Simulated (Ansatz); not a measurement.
**2H-CrSTe bilayer (2H stacking) in a perpendicular field**

What dipole does a perpendicular field induce in the 2H-CrSTe bilayer (2H stacking)? A positive field points along +c.

Program: Ansatz 0.2.0. Level of theory: plane-wave DFT, PBEsol-D3(BJ), Ansatz PAW, in the first sound run; inputs show where later runs differ. Results are calculated unless marked as measured.

### 1. The structure

The cell holds 6 atoms: 2 Te, 2 Cr and 2 S. Its edges and angles: a = 3.365 Å, b = 3.365 Å, c = 49.597 Å, α = 90.0°, β = 90.0°, γ = 120.0°. Regions: layer 1: 2H-CrSTe, 3 atoms (1 Te, 1 Cr and 1 S); layer 2: 2H-CrSTe, 3 atoms (1 Te, 1 Cr and 1 S). Vacuum lies along c.

### 2. Relaxation

The starting cell is a guess, so the in-plane lattice and the atoms are relaxed first, with the slab cut off from its images along the normal.

Input file input.yaml:

```yaml
crystal:
  lattice:
    - [3.365, 0.0, 0.0]
    - [-1.6825, 2.9141754837, 0.0]
    - [0.0, 0.0, 49.597222188]
  atoms:
    - { symbol: Te, position: [0.3333333333, 0.6666666667, 0.406272753] }
    - { symbol: Cr, position: [0.0, 0.0, 0.4426400387] }
    - { symbol: S, position: [0.3333333333, 0.6666666667, 0.4682441893] }
    - { symbol: Te, position: [0.0, 0.0, 0.5317558107] }
    - { symbol: Cr, position: [0.3333333333, 0.6666666667, 0.5681230964] }
    - { symbol: S, position: [0.0, 0.0, 0.593727247] }
  periodic: [true, true, false]
kpoints:
  mp_grid: { grid: [12, 12, 1] }
hamiltonian:
  xc: pbesol
  dispersion: d3bj
scf:
  occupations: { method: fermi_dirac, width: 0.05 }
  convergence: { dr2_threshold: 1.0e-09 }
relax:
  f_tol: 0.004
  max_steps: 90
  cell: {}
output:
  write_potential: true
  write_density: true
  volumetric_format: npy
```

Launch:

```bash
> ansatz run input.yaml --threads 4 --pin off --max-ram 6144MiB --backend cpu --events-out ev --progress --plain --runs-dir out
```

Numbers of over 12 decimals in the logs are rounded to 6 here.

Log:

```text
Warning: relax.cell: scf.convergence.dr2_threshold = 1e-9 eV is looser than the 1.61124527082e-10 eV advised for a relaxation that steers and ends on the stress (1e-10 eV for each atom of the cell: 6, times the square of relax.cell.stress_2d_tol = 0.05 N/m over 19.3 Å (the atoms' height at the walk's start and 5 Å past either face), 2.591e-2 GPa, over a crystal's default 0.05). What an SCF threshold leaves in a stress goes as its square root, and in the free energy as the threshold itself, and one threshold admits the most on a small cell: [figures from the program's tests cut] Set scf.convergence.dr2_threshold to 1.61124527082e-10 eV or tighter. [rest of the remark cut]
Engine: ansatz 0.2.0, x86_64-unknown-linux-gnu
Pseudopotentials: kind: paw
Pseudopotential: Te, paw, valence charge 16, recommended cutoff 420 eV (normal), Te.paw.azcp
Pseudopotential: Cr, paw, valence charge 14, recommended cutoff 420 eV (normal), Cr.paw.azcp
Pseudopotential: S, paw, valence charge 6, recommended cutoff 420 eV (normal), S.paw.azcp
Functional definition: PBEsol
  exchange = pbesol_x
  correlation = pbesol_c
Crystal: 6 atoms, lattice volume = 486.360 Å³
Basis set: ecut = 420 eV, 9597 PW (Γ), exchange–correlation on 48×48×720 points (8 copies of the dense FFT grid, shifted against one another)
Bands: 44, of which v1, the nominal top of the filled ones, is band 36 counted from 1 (35 counted from 0)
Symmetry: 6 space group operations
Space group: P3m1 (ITA 156), of the structure as read, at distance tolerance 7.9e-5 Å
k-points: 19 of 144 (time reversal used)
Non-local potential: Te, projectors of the file, l = 0: 2, l = 1: 2, l = 2: 2, l = 3: 2
Non-local potential: Cr, projectors of the file, l = 0: 3, l = 1: 2, l = 2: 3, l = 3: 1
Non-local potential: S, projectors of the file, l = 0: 2, l = 1: 2, l = 2: 2
PAW form: soft (Blöchl's): semilocal exchange-correlation on the pseudo side does not see the compensation charge
PAW frozen core: Te, regenerated for the run's functional, and the local potential with it (the file was generated under x = pbe(κ = 0.804, μ = 0.219515), c = pbe(β = 0.066725))
PAW frozen core: Cr, regenerated for the run's functional, and the local potential with it (the file was generated under x = pbe(κ = 0.804, μ = 0.219515), c = pbe(β = 0.066725))
PAW frozen core: S, regenerated for the run's functional, and the local potential with it (the file was generated under x = pbe(κ = 0.804, μ = 0.219515), c = pbe(β = 0.066725))
PAW one-centre angular grid: Te, 590 points (default); XC on 64 Gauss nodes
PAW one-centre angular grid: Cr, 590 points (default); XC on 64 Gauss nodes
PAW one-centre angular grid: S, 110 points (default); XC on 64 Gauss nodes
Initial density: superposition of atomic densities (neutral atoms: chi_scale 0, normalization atom), corrected by the library's trained network
Initial wavefunctions: pseudopotential atomic-orbital guess
Functional: x = pbesol(κ = 0.804, μ = 0.123457), c = pbesol(β = 0.046)
SCF iter   1: F=—  HF=-22274.927115 eV  |F-HF|=—  |Δ(HF+E_count)|=         —  Δρ=6.83e-3  dr2=1.49e0  ethr=1.77e-3  ⟨swp⟩=19.4  Hψ=5843  notcnv=0
preconditioner: auto → LDOS  [metal: Δε(μ)=0.033 eV  Ē_g=6.478 eV  σ=0.050 eV  W_gap=0.16  n_scr=30 (ndim 8)  ℏωp=10.1 eV  f_vac=0.734  D(μ)=3.36/eV (n_scr^D=16)  β→1.0]
SCF iter   2: F=—  HF=-22274.959402 eV  |F-HF|=—  |Δ(HF+E_count)|=   3.23e-2  Δρ=8.86e-3  dr2=8.99e-1  ethr=1.77e-3  ⟨swp⟩=3.2  Hψ=1502  notcnv=0  defer=10
SCF iter   3: F=—  HF=-22274.892742 eV  |F-HF|=—  |Δ(HF+E_count)|=   6.67e-2  Δρ=1.24e-3  dr2=1.48e-2  ethr=1.25e-3  ⟨swp⟩=2.7  Hψ=1188  notcnv=0  defer=10
SCF iter   4: F=—  HF=-22274.892496 eV  |F-HF|=—  |Δ(HF+E_count)|=   2.45e-4  Δρ=5.50e-4  dr2=2.99e-3  ethr=2.06e-5  ⟨swp⟩=3.8  Hψ=2298  notcnv=0  defer=10
SCF iter   5: F=—  HF=-22274.892339 eV  |F-HF|=—  |Δ(HF+E_count)|=   1.57e-4  Δρ=1.55e-4  dr2=1.10e-4  ethr=4.15e-6  ⟨swp⟩=3.1  Hψ=1556  notcnv=0  defer=10
SCF iter   6: F=—  HF=-22274.892683 eV  |F-HF|=—  |Δ(HF+E_count)|=   3.44e-4  Δρ=7.76e-5  dr2=2.85e-5  ethr=1.52e-7  ⟨swp⟩=3.1  Hψ=1673  notcnv=0  defer=10
SCF iter   7: F=—  HF=-22274.892712 eV  |F-HF|=—  |Δ(HF+E_count)|=   2.91e-5  Δρ=2.38e-5  dr2=3.48e-6  ethr=3.96e-8  ⟨swp⟩=2.7  Hψ=1501  notcnv=0  defer=10
SCF iter   8: F=—  HF=-22274.892646 eV  |F-HF|=—  |Δ(HF+E_count)|=   6.58e-5  Δρ=9.85e-6  dr2=2.71e-6  ethr=4.83e-9  ⟨swp⟩=3.3  Hψ=1651  notcnv=0  defer=10
SCF iter   9: F=—  HF=-22274.892646 eV  |F-HF|=—  |Δ(HF+E_count)|=   8.29e-8  Δρ=6.67e-6  dr2=3.07e-7  ethr=3.76e-9  ⟨swp⟩=2.1  Hψ=1033  notcnv=0  defer=10
SCF iter  10: F=—  HF=-22274.892646 eV  |F-HF|=—  |Δ(HF+E_count)|=   3.69e-8  Δρ=3.15e-6  dr2=1.15e-7  ethr=4.26e-10  ⟨swp⟩=3.1  Hψ=1346  notcnv=0  defer=10
SCF iter  11: F=—  HF=-22274.892647 eV  |F-HF|=—  |Δ(HF+E_count)|=   4.27e-7  Δρ=1.27e-6  dr2=1.65e-8  ethr=1.60e-10  ⟨swp⟩=2.2  Hψ=1224  notcnv=0  defer=10
SCF iter  12: F=-22274.892647 eV  HF=-22274.892647 eV  |F-HF|=1.11e-8  |Δ(HF+E_count)|=   1.91e-7  Δρ=2.87e-7  dr2=9.12e-10  ethr=1.39e-12  ⟨swp⟩=11.2  Hψ=7248  notcnv=0
SCF 1 converged in 12 iterations: F = -22274.892647 eV  dr2 = 9.12e-10
  greatest PAW one-centre occupation: 1.000 electrons in one spin orbital (limit 2), on the Cr atom at site 4 (counted from 0), in its partial waves of l = 0
relax step   1: F+E_penalty+E_count = -22274.89264705 eV  Δ(F+E_penalty+E_count) = +0.000e0 eV  max|allowed force component| = 5.071e-1 eV/Å  Δτ_max = 0.0000 Å  P = -12.057 N/m  Ω = 486.360 Å³  fix = [c, alpha, beta]  reactions: c -0.000 N/m  (12 SCF iters, accepted)
Crystal: 6 atoms, lattice volume = 441.248 Å³
Basis set: ecut = 420 eV, 8757 PW (Γ), exchange–correlation on 48×48×720 points (8 copies of the dense FFT grid, shifted against one another)
Initial density: handed on by an earlier stage of this run
Initial wavefunctions: those handed on with the density
iter 1 solved again at ethr=1.58e-3 eV; its pass at ethr=3.10e-3 eV (dr2=1.14e0 eV) is discarded
SCF iter   1: F=—  HF=-22275.457107 eV  |F-HF|=—  |Δ(HF+E_count)|=         —  Δρ=1.11e-2  dr2=1.14e0  ethr=1.58e-3  ⟨swp⟩=1.4  Hψ=6318  notcnv=0
preconditioner: auto → LDOS  [metal: Δε(μ)=0.133 eV  Ē_g=6.962 eV  σ=0.050 eV  W_gap=0.44  n_scr=30 (ndim 8)  ℏωp=10.6 eV  f_vac=0.737  D(μ)=0.43/eV (n_scr^D=6)  β→1.0]
SCF iter   2: F=—  HF=-22278.287312 eV  |F-HF|=—  |Δ(HF+E_count)|=    2.83e0  Δρ=7.22e-2  dr2=3.22e2  ethr=1.58e-3  ⟨swp⟩=6.4  Hψ=2668  notcnv=0  defer=12  recentre
SCF iter   3: F=—  HF=-22275.396921 eV  |F-HF|=—  |Δ(HF+E_count)|=    2.89e0  Δρ=8.38e-3  dr2=8.63e-1  ethr=1.58e-3  ⟨swp⟩=5.1  Hψ=2424  notcnv=0  defer=20
[...]
relax step   6: F+E_penalty+E_count = -22275.32721560 eV  Δ(F+E_penalty+E_count) = -1.025e-5 eV  max|allowed force component| = 4.667e-3 eV/Å  Δτ_max = 0.0023 Å  P = +0.015 N/m  Ω = 436.476 Å³  energy of the carried Pulay correction = +2.656e-3 eV  fix = [c, alpha, beta]  reactions: c +0.000 N/m  (9 SCF iters, accepted)
[...]
relax step   7: F+E_penalty+E_count = -22275.32721768 eV  Δ(F+E_penalty+E_count) = -2.076e-6 eV  max|allowed force component| = 3.885e-4 eV/Å  Δτ_max = 0.0008 Å  P = +0.000 N/m  Ω = 436.474 Å³  energy of the carried Pulay correction = +2.656e-3 eV  fix = [c, alpha, beta]  reactions: c +0.000 N/m  (6 SCF iters, accepted)
Initial wavefunctions: pseudopotential atomic-orbital guess (no wavefunctions were taken with the density)
iter 1 solved again at ethr=2.32e-7 eV; its pass at ethr=3.10e-3 eV (dr2=1.67e-4 eV) is discarded
SCF iter   1: F=—  HF=-22275.325001 eV  |F-HF|=—  |Δ(HF+E_count)|=         —  Δρ=4.73e-5  dr2=1.19e-6  ethr=2.32e-7  ⟨swp⟩=6.2  Hψ=9631  notcnv=0
preconditioner: auto → LDOS  [metal: Δε(μ)=0.040 eV  Ē_g=6.918 eV  σ=0.050 eV  W_gap=0.19  n_scr=30 (ndim 8)  ℏωp=10.7 eV  f_vac=0.736  D(μ)=2.15/eV (n_scr^D=14)  β→1.0]
SCF iter   2: F=—  HF=-22275.324879 eV  |F-HF|=—  |Δ(HF+E_count)|=   1.22e-4  Δρ=4.15e-5  dr2=9.35e-6  ethr=1.66e-9  ⟨swp⟩=4.2  Hψ=2290  notcnv=0
SCF iter   3: F=—  HF=-22275.324878 eV  |F-HF|=—  |Δ(HF+E_count)|=   1.13e-6  Δρ=4.36e-5  dr2=1.61e-5  ethr=1.66e-9  ⟨swp⟩=3.1  Hψ=1736  notcnv=0
SCF iter   4: F=—  HF=-22275.324878 eV  |F-HF|=—  |Δ(HF+E_count)|=   4.21e-7  Δρ=1.26e-5  dr2=8.66e-7  ethr=1.66e-9  ⟨swp⟩=3.2  Hψ=1549  notcnv=0
SCF iter   5: F=—  HF=-22275.324878 eV  |F-HF|=—  |Δ(HF+E_count)|=   2.94e-7  Δρ=3.74e-6  dr2=1.74e-7  ethr=1.20e-9  ⟨swp⟩=3.1  Hψ=1455  notcnv=0
SCF iter   6: F=—  HF=-22275.324878 eV  |F-HF|=—  |Δ(HF+E_count)|=   7.30e-8  Δρ=1.97e-6  dr2=7.10e-8  ethr=2.42e-10  ⟨swp⟩=2.1  Hψ=1305  notcnv=0
SCF iter   7: F=—  HF=-22275.324878 eV  |F-HF|=—  |Δ(HF+E_count)|=   4.00e-8  Δρ=7.17e-7  dr2=6.70e-9  ethr=9.86e-11  ⟨swp⟩=1.9  Hψ=1016  notcnv=0
iter 8 met the thresholds in force, and the SCF goes on: an eigenvalue changes by 3.95 meV, over its tolerance of 1.11 meV (output.eigenvalues, Limitations)
SCF iter   8: F=-22275.324878 eV  HF=-22275.324878 eV  |F-HF|=4.25e-9  |Δ(HF+E_count)|=   1.98e-8  Δρ=2.04e-7  dr2=2.44e-10  ethr=1.39e-12  ⟨swp⟩=13.3  Hψ=7679  notcnv=0
iter 9 met the thresholds in force, and the SCF goes on: an eigenvalue changes by 2.96 meV, over its tolerance of 1.02 meV (output.eigenvalues, Limitations)
SCF iter   9: F=-22275.324878 eV  HF=-22275.324878 eV  |F-HF|=1.80e-9  |Δ(HF+E_count)|=   2.98e-9  Δρ=8.49e-8  dr2=4.40e-11  ethr=1.00e-12  ⟨swp⟩=8.8  Hψ=5710  notcnv=0
Mixer restart at iter 9: flushing history
SCF iter  10: F=-22275.324878 eV  HF=-22275.324878 eV  |F-HF|=2.67e-8  |Δ(HF+E_count)|=   1.94e-9  Δρ=9.28e-7  dr2=2.67e-8  ethr=1.00e-12  ⟨swp⟩=2.0  Hψ=1107  notcnv=0  κ⁻¹=1.0e0(r=1)
SCF iter  11: F=-22275.324878 eV  HF=-22275.324878 eV  |F-HF|=3.55e-9  |Δ(HF+E_count)|=  3.57e-10  Δρ=2.05e-7  dr2=3.61e-9  ethr=1.00e-12  ⟨swp⟩=2.1  Hψ=927  notcnv=0  κ⁻¹=6.6e-3(r=2)
SCF iter  12: F=-22275.324878 eV  HF=-22275.324878 eV  |F-HF|=5.82e-11  |Δ(HF+E_count)|=  1.75e-10  Δρ=2.13e-7  dr2=5.28e-10  ethr=1.00e-12  ⟨swp⟩=10.1  Hψ=5790  notcnv=0
SCF 8 converged in 12 iterations: F = -22275.324878 eV  dr2 = 5.28e-10
relax step   8: F+E_penalty+E_count = -22275.32487817 eV  Δ(F+E_penalty+E_count) = +2.340e-3 eV  max|allowed force component| = 4.838e-4 eV/Å  Δτ_max = 0.0000 Å  P = -0.004 N/m  Ω = 436.474 Å³  fix = [c, alpha, beta]  reactions: c -0.000 N/m  stress off target by 3.58e-3 N/m on what of the cell is left free  SCF on the basis re-selected at this cell (its energy is not comparable with the rows above)  (12 SCF iters)
basis re-selected at this cell: Δ(F+E_penalty+E_count) = +2.340e-3 eV, ΔP = -0.004 N/m vs the last step (what re-selecting the basis moved, of the pressure what is left beyond the Pulay correction that the steps carried, after the strain that the cell walked since its last selection, with what the two solves' SCF thresholds leave and, on support functions, any second-order correction that the steps lacked; it is no m [...]
WARN: The output density's exchange-correlation potential varies sharply where the density is thin. Do not read a vacuum level from v_tot or v_xc, or from such a field of the output density. On a cell that repeats whose density bears no net charge and no dipole along the vacuum's axis use v_es (v_loc + v_h of the components); under efield.dipole_correction with no amplitude use v_es + v_field, which holds any externa [...]
SCF converged after 12 iterations
an eigenvalue changed by more than its tolerance at an iteration that met the thresholds in force, so the SCF went on 2 times, its first undamped step at iteration 9: the last check found none over its tolerance
Free energy (F): -22275.324878 eV
Harris-Foulkes:  -22275.324878 eV  (|F-HF|=5.82e-11)
Internal energy: -22275.306377 eV  (E = F + TS)
E sigma→0 (E₀):  -22275.315628 eV
Entropy (-TS):   -0.018501 eV (-3.084 meV/atom)
Fermi energy:    -4.737290 eV
--- Per-component energies (eV) ---
  E_band       = -2085.141303
  E_kinetic    = 1272.439925
  E_local      = -464779.125349  (includes V_loc(G=0)·N_el)
  E_nonlocal   = -396.095996
  E_hartree    = 231906.439792
  E_xc         = -720.973049
  E_vxc        = -744.523999  (∫ρ·V_xc dr)
  E_paw        = -12673.805841  (= ΣΔE_a)
  E_vpaw       = -1250.716584  (= ΣTr[D̂ρ^β])
  E_aug_tail   = 0.000348  (compensation charges beyond the density's cutoff)
  E_ewald      = 223116.647644
  E_disp       = -2.027379  (pairwise vdW)
  E_core_change = 1.193528  (= ΣΔE_core)
  E_smearing   = -0.018501  (= −TS)
  E_closure    = -0.000000  (closes the sum)
  Σ components = -22275.324878   (vs F -22275.324878, Δ=0.00e0)
--- Forces (eV/Å), atoms counted from 1 ---
  atom   1  Te     0.00000000     0.00000000    -0.00014437
  atom   2  Cr    -0.00000000    -0.00000000    -0.00048432
  atom   3  S      0.00000000     0.00000000     0.00035990
  atom   4  Te    -0.00000000    -0.00000000    -0.00005155
  atom   5  Cr     0.00000000     0.00000000    -0.00000903
  atom   6  S     -0.00000000    -0.00000000     0.00032618
  max |Σ_I F_I| component: 3.19e-6 eV/Å
--- 2D stress c σ (N/m, compression-positive) ---
       -0.003577       0.000000      -0.000000
        0.000000      -0.003577      -0.000000
       -0.000000      -0.000000      -0.000000
  P = ½ c Tr σ = -0.0036 N/m
--- Band table (eV; the first three rows and the last of 19) ---
  k-point 0: bands = [... 32 lower, -5.5895, -5.5895, -4.7825, -4.7036, -2.8375, -2.8375, -2.2230, -2.2230, ... 4 higher]
  k-point 1: bands = [... 32 lower, -5.7319, -5.6479, -4.8532, -4.7437, -3.0195, -2.8698, -2.4668, -2.2523, ... 4 higher]
  k-point 2: bands = [... 32 lower, -6.1692, -5.7496, -5.2606, -4.8922, -3.5202, -3.1759, -3.0659, -2.9799, ... 4 higher]
  k-point 18: bands = [... 32 lower, -7.0725, -6.4463, -5.6821, -5.2211, -4.7684, -4.3128, -4.0526, -3.5535, ... 4 higher]
  the weakly bound empty levels are not read free of the cell's end (no_gap_told)
--- Relaxed structure (7 steps of the walk, 7 accepted, 1 SCFs on fresh bases) ---
  F+E_penalty+E_count = -22275.32487817 eV   max|allowed force component| = 4.838e-4 eV/Å   (the final SCF, on the basis selected at the relaxed cell)
  cell:  # Å, volume = 436.4738 Å³
    - [3.187756, -6.5593342781181404e-18, 0]
    - [-1.593878, 2.760678, 0]
    - [0, 0, 49.597222188]
  atoms:
    - { symbol: Te, position: [0.333333, 0.666667, 0.407199] }
    - { symbol: Cr, position: [1.7512500406922194e-18, -2.7755575615628907e-17, 0.443710] }
    - { symbol: S, position: [0.333333, 0.666667, 0.470827] }
    - { symbol: Te, position: [-3.77695573813301e-18, -2.7755575615628926e-17, 0.529448] }
    - { symbol: Cr, position: [0.333333, 0.666667, 0.566258] }
    - { symbol: S, position: [-6.650312702171612e-19, -2.7755575615628926e-17, 0.593321] }
```

Run time: 73 s. Hardware: 4 threads of Intel Xeon Platinum 8488C (Sapphire Rapids), shared host; peak memory 1.1 GiB; 4.7 min of CPU time.

Relaxation path:

| step | energy less that of the first step (eV) | largest force component (eV/Å) | volume (Å³) |
| --- | --- | --- | --- |
| 1 | 0.0000 | 0.5071 | 486.36 |
| 2 | -0.4144 | 0.4874 | 441.25 |
| 3 | -0.4183 | 0.3169 | 434.59 |
| 4 | -0.4270 | 0.4155 | 436.61 |
| 5 | -0.4346 | 0.0110 | 436.38 |
| 6 | -0.4346 | 0.0047 | 436.48 |
| 7 | -0.4346 | 0.0004 | 436.47 |
| 8* | -0.4322 | 0.0005 | 436.47 |

Relaxation steps marked * repeat the geometry before them on a plane-wave basis chosen anew for their cell, so energy and pressure can jump there.

The run keeps the 6 symmetry operations that it works with, so distortions that break them were not tested.

```csv
cell as run,before,after,change
a (Å),3.365,3.188,-5.3 %
b (Å),3.365,3.188,-5.3 %
```

The atoms that moved most (Å, along periodic axes as changes of fractional coordinates times the final cell, across vacuum about the mean position):

```
atom     dx     dy      dz  length
  S3  0.000  0.000   0.128   0.128
 Te4  0.000  0.000  -0.114   0.114
 Cr5  0.000  0.000  -0.092   0.092
 Cr2  0.000  0.000   0.053   0.053
 Te1  0.000  0.000   0.046   0.046
  S6  0.000  0.000  -0.020   0.020
```

The relaxed structure:

```xyz
6
Lattice="3.1878 0.0000 0.0000 -1.5939 2.7607 0.0000 0.0000 0.0000 49.5972" Properties=species:S:1:pos:R:3
Te    0.0000    1.8405   20.1960
Cr    0.0000    0.0000   22.0068
S     0.0000    1.8405   23.3517
Te    0.0000    0.0000   26.2591
Cr    0.0000    1.8405   28.0848
S     0.0000    0.0000   29.4271
```

Numbers from this step:

```yaml
energy_at_zero_smearing: -22275.3156 eV
```

The lattice constant a goes from 3.365 to 3.188 Å.

(Continued in part 2 of 3.)

[Logs are printed without paths, hosts, clocks, repeated set-up lines and the standing remarks that a program may print on its own settings, such as how far it seeks lower states.]

[Hosts, paths, dates, database ids (printed as entryN), source tags and the programs' standing remarks are cut or masked in the printed files.]

[Maps of the electrostatic potential energy from Ansatz leave out the sawtooth potential of an applied field or a dipole correction, so their vacuum need not be flat; planar profiles and work functions include it.]
